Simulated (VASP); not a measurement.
Crystal: Ni.

```
Ni
1.0
     0.00000    1.73757    1.73757
     1.73757    0.00000    1.73757
     1.73757    1.73757    0.00000
Ni
1
Direct
  0.00000 0.00000 0.00000
```

| Item | Value |
| --- | --- |
| Program | VASP 6.6.1 |
| Task | single point |
| Functional | r2SCAN |
| Potentials or basis | VASP PAW PBE potentials, release 64 (Ni) |
| Cutoff | 900 eV |
| k mesh | 17 × 17 × 17 |
| Occupations | methfessel-paxton, width 0.1 eV |
| Spin | collinear spin, ferromagnetic start |
| Starting moments | [1.0] μB |

On this cell: pressure 0.5 GPa; net moment 0.70 μB per cell; site moments Ni +0.72 μB; band gap on the k mesh none (metal or under the smearing width).

The same run follows on a disturbed copy (grid = ENCUT=900 k=17x17x17 ISMEAR=1 SIGMA=0.1 PREC=Accurate EDIFF=1e-08 LREAL=False ADDGRID=False LASPH=True; cell strained at random at fixed volume):

```
Ni
1.0
    -0.02115    1.76778    1.73056
     1.74262   -0.02156    1.73097
     1.70265    1.72822    0.01840
Ni
1
Direct
  0.96458 0.00739 0.02620
```

Problem. What does the disturbed cell give?

Solution. The energy (extrapolated to zero smearing) moves by +7.4 meV/atom; pressure 0.8 GPa; net moment 0.70 μB per cell; site moments Ni +0.72 μB; band gap on the k mesh none (metal or under the smearing width).

Stress tensor (GPa, compression positive):
```
 1.39  4.71 -1.67
 4.71 -0.57 -1.41
-1.67 -1.41  1.62
```

Caveats: the PAW data sets were made with another functional, which shifts forces and pressure a little.
